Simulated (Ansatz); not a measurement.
## Pt under pressure

All numbers below come from Ansatz 0.2.0, DFT PBEsol, scalar-relativistic, plane waves, PAW. Settings: 420 eV plane-wave cutoff, Γ-centred 18×18×10 mesh, Fermi-Dirac smearing of 0.15 eV. No spin polarisation. Phonons by linear response, acoustic sum rule imposed.

Relaxed structure:
```
Pt
1.0
     2.73872    0.00000    0.00000
    -1.36936    2.37180    0.00000
     0.00000    0.00000    4.67092
Pt
2
Cartesian
  1.3694 0.7906 3.5032
  0.0000 1.5812 1.1677
```

In a metal, frequencies and elastic constants depend on the k mesh and the smearing, soft modes and shear constants most. Spin–orbit coupling is left out, which matters for heavy elements.

Question: The cell is relaxed again at 3 and 8 and 15 GPa. How do volume, gap and optical modes at Γ (cm⁻¹, counted from the lowest optical one; a degenerate one stands once) change?

Answer:
```tsv
	0 GPa	3 GPa	8 GPa	15 GPa
V/V0	1.000	0.990	0.974	0.954
gap (eV)	0.00	0.00	0.00	0.00
mode 1	37	39	43	47
mode 3	180	186	195	206
```

This form isn't the element's structure at ambient conditions.

Cost: 4 runs of about 3.9 core-minutes in all, on Intel Xeon Platinum 8488C (Sapphire Rapids) (shared hosts).